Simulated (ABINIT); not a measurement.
Crystal: Pr.

```
Pr
1.0
    -2.09737    2.09737    2.09737
     2.09737   -2.09737    2.09737
     2.09737    2.09737   -2.09737
Pr
1
Direct
  0.00000 0.00000 0.00000
```

This isn't the form of Pr at room conditions, which is double hcp.

Base run:

```yaml
Program: ABINIT 10.8.3 (patched build)
Functional: r2SCAN
Potentials_or_basis: JTH PAW PBE v2.0
Cutoff: 653 eV
k_mesh: 9 × 9 × 9
Occupations: fermi-dirac, width 0.05 eV
Spin: collinear spin, ferromagnetic start
Starting_moments: "[2.0] μB"
```

Its results: band gap on the k mesh none (metal or under the smearing width); pressure -0.4 GPa; net moment 2.97 μB per cell; site moments Pr +2.46 μB.

Question: The run is repeated on the same cell with these changes: potentials or basis from JTH PAW PBE v2.0 to Ansatz PAW PBE default generated set, frozen core; cutoff from 653 eV to 490 eV; fine-grid cutoff from 1251.72 eV to 979.61 eV. What comes out?

Answer: Band gap on the k mesh none (metal or under the smearing width); pressure -3.5 GPa; net moment 3.01 μB per cell; site moments Pr +2.43 μB.

Caveats: the magnetic or orbital state may not be the lowest; the PAW data sets were made with another functional, which shifts forces and pressure a little; spin-orbit coupling is left out, which moves the levels of the heavy elements.
